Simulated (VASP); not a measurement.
# Nb (Fm-3m) in VASP: notebook

The runs below take Nb through single point, relaxation of cell and atoms, with PBEsol.

All numbers are computed with VASP 6.6.1; they aren't measurements. Logs are shortened: lines on timing, memory, paths and dates and some standing lists are left out, and cuts for length are marked.

### Step 1. Starting point

The structure is cubic, space group Fm-3m (No. 225). Conventional cell: a = 4.180 Å, b = 4.180 Å, c = 4.180 Å, α = 90.00°, β = 90.00°, γ = 90.00°. Nb (site symmetry m-3m) has 12 Nb at 2.96 Å as nearest neighbours.

The cell was built by a generator and needn't be a form met in nature.

### Step 2. Single point, PBEsol

File INCAR:

```
PREC = Accurate
ENCUT = 520
EDIFF = 1E-6
ISMEAR = -1
SIGMA = 0.1
LREAL = False
LASPH = True
NELM = 100
ALGO = Fast
ISIF = 2
LWAVE = False
LCHARG = False
GGA = PS
NBANDS = 34
```

File KPOINTS:

```
regular mesh
0
Gamma
  5 5 5
```

File POSCAR:

```
Nb
1.0
    4.1797749707      0.0000000000      0.0000000000
    0.0000000000      4.1797749707      0.0000000000
    0.0000000000      0.0000000000      4.1797749707
Nb
4
Direct
    0.0000000000      0.0000000000      0.0000000000
    0.0000000000      0.5000000000      0.5000000000
    0.5000000000      0.0000000000      0.5000000000
    0.5000000000      0.5000000000      0.0000000000
```

Potentials or basis: VASP PAW PBE potentials, release 64 (Nb_sv).

The run is started by

```bash
cat potpaw_PBE.64/Nb_sv/POTCAR > POTCAR
mpirun -np 1 vasp_std > vasp.out
```

OUTCAR:

```text
PREC = Accurate
   ENCUT = 520
   EDIFF = 1E-6
   ISMEAR = -1
   LREAL = False
   LASPH = True
   NELM = 100
   ISIF = 2
   GGA = PS

 ion  position               nearest neighbor table
   1  0.000  0.000  0.000-   2 2.96   3 2.96   4 2.96   2 2.96   3 2.96   2 2.96   4 2.96   2 2.96
                             3 2.96   4 2.96   3 2.96   4 2.96
   2  0.000  0.500  0.500-   1 2.96   3 2.96   4 2.96   1 2.96   4 2.96   1 2.96   3 2.96   1 2.96
                             3 2.96   4 2.96   4 2.96   3 2.96
   3  0.500  0.000  0.500-   1 2.96   2 2.96   4 2.96   1 2.96   4 2.96   2 2.96   4 2.96   4 2.96
                             1 2.96   2 2.96   1 2.96   2 2.96
   4  0.500  0.500  0.000-   1 2.96   2 2.96   3 2.96   2 2.96   3 2.96   1 2.96   3 2.96   3 2.96
                             1 2.96   2 2.96   2 2.96   1 2.96

  LATTYP: Found a simple cubic cell.
 ALAT       =     4.1797749707

  Lattice vectors:

 A1 = (   4.1797749707,   0.0000000000,   0.0000000000)
 A2 = (   0.0000000000,   4.1797749707,   0.0000000000)
 A3 = (   0.0000000000,   0.0000000000,   4.1797749707)

Analysis of symmetry for initial positions (statically):
=====================================================================
 Subroutine PRICEL returns following result:

  LATTYP: Found a face centered cubic cell.
 ALAT       =     4.1797749707

  Lattice vectors:

 A1 = (   2.0898874853,  -2.0898874853,   0.0000000000)
 A2 = (   2.0898874853,   0.0000000000,   2.0898874853)
 A3 = (   0.0000000000,  -2.0898874853,   2.0898874854)

   4 primitive cells build up your supercell.

 Routine SETGRP: Setting up the symmetry group for a
 simple cubic supercell.

 Subroutine GETGRP returns: Found 48 space group operations
 (whereof 48 operations were pure point group operations)
 out of a pool of 48 trial point group operations.

The static configuration has the point symmetry O_h .

Analysis of symmetry for dynamics (positions and initial velocities):
=====================================================================
 Subroutine PRICEL returns following result:

  LATTYP: Found a face centered cubic cell.
 ALAT       =     4.1797749707

  Lattice vectors:

 A1 = (   2.0898874853,  -2.0898874853,   0.0000000000)
 A2 = (   2.0898874853,   0.0000000000,   2.0898874853)
 A3 = (   0.0000000000,  -2.0898874853,   2.0898874854)

   4 primitive cells build up your supercell.

 Routine SETGRP: Setting up the symmetry group for a
 simple cubic supercell.

 Subroutine GETGRP returns: Found 48 space group operations
 (whereof 48 operations were pure point group operations)
 out of a pool of 48 trial point group operations.

The dynamic configuration has the point symmetry O_h .

 Subroutine INISYM returns: Found 48 space group operations
 (whereof 48 operations are pure point group operations),
 and found     4 'primitive' translations

----------------------------------------------------------------------------------------

                                     Primitive cell

  volume of cell :      18.2557

  direct lattice vectors                    reciprocal lattice vectors
     2.089887485 -2.089887485  0.000000000     0.239247330 -0.239247330 -0.239247330
     2.089887485  0.000000000  2.089887485     0.239247330  0.239247330  0.239247330
     0.000000000 -2.089887485  2.089887485    -0.239247330 -0.239247330  0.239247330

  length of vectors
     2.955547226  2.955547226  2.955547226     0.414388530  0.414388530  0.414388530

  position of ions in fractional coordinates (direct lattice)
     0.000000000  0.000000000  0.000000000

  ion indices of the primitive-cell ions
   primitive index   ion index
                 1           1

----------------------------------------------------------------------------------------

 KPOINTS: regular mesh

Automatic generation of k-mesh.
 Grid dimensions read from file:
 generate k-points for:    5    5    5

 Generating k-lattice:

  Cartesian coordinates                     Fractional coordinates (reciprocal lattice)
     0.047849466  0.000000000  0.000000000     0.200000000  0.000000000  0.000000000
     0.000000000  0.047849466  0.000000000     0.000000000  0.200000000  0.000000000
     0.000000000  0.000000000  0.047849466     0.000000000  0.000000000  0.200000000

  Length of vectors
     0.047849466  0.047849466  0.047849466

  Shift w.r.t. Gamma in fractional coordinates (k-lattice)
     0.000000000  0.000000000  0.000000000

 Subroutine IBZKPT returns following result:
 ===========================================

 Found     10 irreducible k-points:

 Following reciprocal coordinates:
            Coordinates               Weight
  0.000000  0.000000  0.000000      1.000000
  0.200000  0.000000  0.000000      6.000000
  0.400000  0.000000  0.000000      6.000000
  0.200000  0.200000  0.000000     12.000000
  0.400000  0.200000  0.000000     24.000000
  0.400000  0.400000  0.000000     12.000000
  0.200000  0.200000  0.200000      8.000000
  0.400000  0.200000  0.200000     24.000000
  0.400000  0.400000  0.200000     24.000000
  0.400000  0.400000  0.400000      8.000000
   k-points           NKPTS =     10   k-points in BZ     NKDIM =     10   number of bands    NBANDS=     34
   number of dos      NEDOS =    301   number of ions     NIONS =      4
   total plane-waves  NPLWV =  32768
   dimension x,y,z NGX =    32 NGY =   32 NGZ =   32
   dimension x,y,z NGXF=    64 NGYF=   64 NGZF=   64
   ions per type =               4
   NGX,Y,Z   is equivalent  to a cutoff of  12.73, 12.73, 12.73 a.u.
   NGXF,Y,Z  is equivalent  to a cutoff of  25.46, 25.46, 25.46 a.u.
 SYSTEM =  unknown system
   PREC   = accura    normal or accurate (medium, high low for compatibility)
   ISTART =      0    job   : 0-new  1-cont  2-samecut
   ICHARG =      2    charge: 1-file 2-atom 10-const
   ISPIN  =      1    spin polarized calculation?
   LNONCOLLINEAR =      F non collinear calculations
   LSORBIT =      F    spin-orbit coupling
   LASPH  =      T    aspherical Exc in radial PAW
   ENCUT  =  520.0 eV  38.22 Ry    6.18 a.u.   7.77  7.77  7.77*2*pi/ulx,y,z
   NELM   =    100;   NELMIN=  2; NELMDL= -5     # of ELM steps
   EDIFF  = 0.1E-05   stopping-criterion for ELM
   LREAL  =      F    real-space projection
   EDIFFG = 0.1E-04   stopping-criterion for IOM
   NSW    =      0    number of steps for IOM
   IBRION =     -1    ionic relax: 0-MD 1-quasi-New 2-CG
   NFREE  =      0    steps in history (QN), initial steepest desc. (CG)
   ISIF   =      2    stress and relaxation
   ISYM   =      2    0-nonsym 1-usesym 2-fastsym
   POTIM  = 0.5000    time-step for ionic-motion
   TEBEG  =    0.0;   TEEND  =   0.0 temperature during run
   PSTRESS=    0.0 pullay stress
   NELECT =      52.0000    total number of electrons
   NUPDOWN=      -1.0000    fix difference up-down
   EMIN   =  10.00;   EMAX   =-10.00  energy-range for DOS
   EFERMI =   0.00;   METHOD = LEGACY
   ISMEAR =    -1;   SIGMA  =   0.10  broadening in eV -4-tet -1-fermi 0-gaus
   EFERMI_NEDOS =   21; number of points for ismear=-14 and -15
   IALGO  =     68    algorithm
   IMIX   =      4    mixing-type and parameters
     AMIX     =   0.40;   BMIX     =  1.00
     AMIX_MAG =   1.60;   BMIX_MAG =  1.00
  volume/ion in A,a.u.               =      18.26       123.20
  Fermi-wavevector in a.u.,A,eV,Ry     =   1.461918  2.762625 29.078433  2.137205
  Thomas-Fermi vector in A             =   2.578193
   LORBIT       =      0    0 simple, 1 ext, 2 COOP (PROOUT), +10 PAW based schemes
   GGA     = PS    functional components
   LHFCALC =     F    Hartree Fock is set to
   AEXX    =    0.0000 exact exchange contribution
   IVDW    =     0    specifies the selected vdW correction
   LEPSILON=     F    determine dielectric tensor
   LRPA    =     F    only Hartree local field effects (RPA)
 non-spin polarized calculation
 RMM-DIIS sequential band-by-band and
  energy-cutoff  :      520.00
  volume of cell :       73.02
 maximum number of plane-waves:      1973
 NGX is ok and might be reduce to    32
   NGX = 15   NGY = 15   NGZ = 15

 number of electron      52.0000009 magnetization

 Free energy of the ion-electron system (eV)
  ---------------------------------------------------
  ext. energy  EPLUGINS =         0.00000000
  ---------------------------------------------------
  free energy    TOTEN  =       -42.52036912 eV

  energy without entropy =      -42.32354186  energy(sigma->0) =      -42.42195549

 E-fermi :  11.1619     XC(G=0): -12.5634

 val. band max:       11.1339439314   @ k =   0.4000   0.4000   0.2000
 cond. band min:      11.2271929095   @ k =   0.4000   0.4000   0.4000
 fundamental gap:      0.0932489781
 Fermi energy:        11.1618635879

 k-point     1 :       0.0000    0.0000    0.0000
  band No.  band energies     occupation
      1     -43.4554      2.00000
      2     -43.1656      2.00000
      3     -43.1656      2.00000
      4     -43.1656      2.00000
      5     -20.0269      2.00000
      6     -20.0269      2.00000
[... 26 lines left out ...]
     33      16.0840      0.00000
     34      16.6123      0.00000

 k-point     2 :       0.2000    0.0000    0.0000
  band No.  band energies     occupation
      1     -43.4281      2.00000
      2     -43.1937      2.00000
      3     -43.1653      2.00000
      4     -43.1653      2.00000
      5     -19.9586      2.00000
      6     -19.9586      2.00000
[... 26 lines left out ...]
     33      15.1560      0.00000
     34      15.6628      0.00000

 k-point     3 :       0.4000    0.0000    0.0000
  band No.  band energies     occupation
      1     -43.3564      2.00000
      2     -43.2668      2.00000
      3     -43.1649      2.00000
      4     -43.1649      2.00000
      5     -19.7759      2.00000
      6     -19.7759      2.00000
[... 26 lines left out ...]
     33      13.9380      0.00000
     34      13.9490      0.00000

 k-point     4 :       0.2000    0.2000    0.0000
  band No.  band energies     occupation
      1     -43.4033      2.00000
      2     -43.1907      2.00000
      3     -43.1907      2.00000
      4     -43.1678      2.00000
      5     -19.8923      2.00000
      6     -19.8892      2.00000
[... 26 lines left out ...]
     33      14.8760      0.00000
     34      14.9133      0.00000

 k-point     5 :       0.4000    0.2000    0.0000
  band No.  band energies     occupation
      1     -43.3381      2.00000
      2     -43.2569      2.00000
      3     -43.1832      2.00000
      4     -43.1744      2.00000
      5     -19.7947      2.00000
      6     -19.7155      2.00000
[... 26 lines left out ...]
     33      13.8282      0.00000
     34      13.9459      0.00000

 k-point     6 :       0.4000    0.4000    0.0000
  band No.  band energies     occupation
      1     -43.2902      2.00000
      2     -43.2310      2.00000
      3     -43.2310      2.00000
      4     -43.1995      2.00000
      5     -19.7627      2.00000
      6     -19.7627      2.00000
[... 26 lines left out ...]
     33      13.0112      0.00000
     34      14.1445      0.00000

 k-point     7 :       0.2000    0.2000    0.2000
  band No.  band energies     occupation
      1     -43.3810      2.00000
      2     -43.1904      2.00000
      3     -43.1904      2.00000
      4     -43.1904      2.00000
      5     -19.8817      2.00000
      6     -19.8817      2.00000
[... 26 lines left out ...]
     33      13.8016      0.00000
     34      13.8016      0.00000

 k-point     8 :       0.4000    0.2000    0.2000
  band No.  band energies     occupation
      1     -43.3223      2.00000
      2     -43.2495      2.00000
      3     -43.1899      2.00000
      4     -43.1899      2.00000
      5     -19.8714      2.00000
      6     -19.8714      2.00000
[... 26 lines left out ...]
     33      13.8630      0.00000
     34      15.1287      0.00000

 k-point     9 :       0.4000    0.4000    0.2000
  band No.  band energies     occupation
      1     -43.2812      2.00000
      2     -43.2307      2.00000
      3     -43.2307      2.00000
      4     -43.2079      2.00000
      5     -19.9458      2.00000
      6     -19.9102      2.00000
[... 26 lines left out ...]
     33      14.1681      0.00000
     34      15.1918      0.00000

 k-point    10 :       0.4000    0.4000    0.4000
  band No.  band energies     occupation
      1     -43.2581      2.00000
      2     -43.2301      2.00000
      3     -43.2301      2.00000
      4     -43.2301      2.00000
      5     -20.0636      2.00000
      6     -20.0636      2.00000
[... 26 lines left out ...]
     33      15.5821      0.00000
     34      15.6943      0.00000

------------------------ aborting loop because EDIFF is reached ----------------------------------------

  FORCE on cell =-STRESS in cart. coord.  units (eV):
  Direction    XX          YY          ZZ          XY          YZ          ZX
  --------------------------------------------------------------------------------------
  -------------------------------------------------------------------------------------
  Total       -0.1632330     -0.1632330     -0.1632330      0.0000000      0.0000000      0.0000000
  in kB       -3.5814573     -3.5814573     -3.5814573      0.0000000      0.0000000      0.0000000
  external PRESSURE =      -3.5814573 kB  Pullay stress =       0.0000000 kB

 VOLUME and BASIS-vectors are now :
 -----------------------------------------------------------------------------
  energy-cutoff  :      520.00
  volume of cell :       73.02
      direct lattice vectors                 reciprocal lattice vectors
     4.179774971  0.000000000  0.000000000     0.239247330  0.000000000  0.000000000
     0.000000000  4.179774971  0.000000000     0.000000000  0.239247330  0.000000000
     0.000000000  0.000000000  4.179774971     0.000000000  0.000000000  0.239247330

 POSITION                                       TOTAL-FORCE (eV/Angst)
 -----------------------------------------------------------------------------------
      0.00000      0.00000      0.00000         0.000000      0.000000      0.000000
      0.00000      2.08989      2.08989         0.000000     -0.000000     -0.000000
      2.08989      0.00000      2.08989        -0.000000     -0.000000     -0.000000
      2.08989      2.08989      0.00000        -0.000000      0.000000      0.000000
 -----------------------------------------------------------------------------------
    total drift:                                0.000000     -0.000000     -0.000000

  FREE ENERGIE OF THE ION-ELECTRON SYSTEM (eV)
  ---------------------------------------------------
  free  energy   TOTEN  =       -42.5203691212 eV

  energy  without entropy=      -42.3235418573  energy(sigma->0) =      -42.42195549
```

Run time: 31 s. Hardware: 1 thread of Intel Xeon Platinum 8488C (Sapphire Rapids), shared host; peak memory 0.17 GiB.

Results:

| Quantity | Value |
| --- | --- |
| Free energy | -42.5204 eV |
| Pressure | -0.4 GPa |
| Band gap on the k mesh | none (metal or under the smearing width) |

Levels at points of the mesh, in eV from the Fermi level:
```tsv
k point	band 23	band 24	band 25	band 26	band 27	band 28
(0.00, 0.00, 0.00)	-3.40	0.14	0.14	0.14	2.83	2.83
```

Caveat: the PAW data sets were made with another functional, which shifts forces and pressure a little.

### Step 3. Relaxation of cell and atoms, PBEsol

This run uses another cell than the first one, of 18.39 Å³/atom, 1.007 times its volume.

File INCAR:

```
SYSTEM = Nb
  PREC = Accurate
  ENCUT = 600
  EDIFF = 1E-6
  ISMEAR = -1
  SIGMA = 0.1
  LREAL = .False.
  LASPH = .True.
  NELM = 100
  ALGO = Normal
  ISIF = 8
  LWAVE = .False.
  LCHARG = .False.
  GGA = PS
  IBRION = 2
  NSW = 50
  EDIFFG = -0.03
```

File KPOINTS:

```
Automatic mesh
0
Gamma
  5 5 5
  0 0 0
```

File POSCAR:

```
Nb
1.0
    4.1900000000      0.0000000000      0.0000000000
    0.0000000000      4.1900000000      0.0000000000
    0.0000000000      0.0000000000      4.1900000000
Nb
4
Direct
    0.0000000000      0.0000000000      0.0000000000
    0.0000000000      0.5000000000      0.5000000000
    0.5000000000      0.0000000000      0.5000000000
    0.5000000000      0.5000000000      0.0000000000
```

Potentials or basis: VASP PAW PBE potentials, release 64 (Nb_sv).

The run is started by

```bash
cat potpaw_PBE.64/Nb_sv/POTCAR > POTCAR
mpirun -np 1 vasp_std > vasp.out
```

Run time: 50 s. Hardware: 1 thread of Intel Xeon Platinum 8488C (Sapphire Rapids), shared host; peak memory 0.21 GiB.

The run converged. Its results:

```
Free energy                            : -42.5212 eV
Relaxed volume                         : 18.22 Å³/atom
Relaxed cell                           : a = 4.177 Å, b = 4.177 Å, c = 4.177 Å, α = 90.00°, β = 90.00°, γ = 90.00°
Space group after relaxing (to 0.05 Å) : Fm-3m (No. 225)
Energy gained by relaxing              : 0.9 meV/atom
Ionic steps                            : 3
Pressure after relaxing                : 0.0 GPa
Band gap on the k mesh                 : none (metal or under the smearing width)
```

Step by step:
| step | energy change (eV) | largest force (eV/Å) | pressure (GPa) | volume (Å³) |
| --- | --- | --- | --- | --- |
| 1 | 0.0000 | 0.0000 | -1.63 | 73.56 |
| 2 | 0.0100 | 0.0000 | 3.35 | 71.59 |
| 3 | -0.0034 | 0.0000 | -0.01 | 72.89 |

Final structure:
```
Nb
1.0
     4.17731    0.00000    0.00000
     0.00000    4.17731    0.00000
     0.00000    0.00000    4.17731
Nb
4
Direct
  0.00000 0.00000 0.00000
  0.00000 0.50000 0.50000
  0.50000 0.00000 0.50000
  0.50000 0.50000 0.00000
```

Levels at points of the mesh, in eV from the Fermi level:
```csv
k point,band 21,band 22,band 23,band 24,band 25,band 26,band 27,band 28,band 29,band 30
"(0.00, 0.00, 0.00)",-3.41,-3.41,-3.41,0.14,0.14,0.14,2.84,2.84,3.81,3.81
```

Caveat: the PAW data sets were made with another functional, which shifts forces and pressure a little.
